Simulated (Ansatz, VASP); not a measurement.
One calculation of As, two programs

```
As
1.0
    -1.66774    1.66774    1.66774
     1.66774   -1.66774    1.66774
     1.66774    1.66774   -1.66774
As
1
Direct
  0.00000 0.00000 0.00000
```

Alike in both runs: task single point; functional BLYP; k mesh 14 × 14 × 14; occupations fermi-dirac, width 0.1 eV; no spin polarisation.

|  | VASP | Ansatz |
| --- | --- | --- |
| version | VASP 6.6.1 | Ansatz 0.2.0 |
| potentials or method | VASP PAW PBE potentials, release 64 (As) | plane waves (420 eV) with PAW, scalar-relativistic |
| plane-wave cutoff (eV) | 520 | 420 |
| valence electrons in the cell | 5 | 15 |

```csv
,VASP,Ansatz,Ansatz less VASP
pressure (GPa),10.6,10.2,-0.41
```

The two sets of potentials don't hold the same shells in valence.

Caveats: the PAW data sets were made with another functional, which shifts forces and pressure a little (VASP).
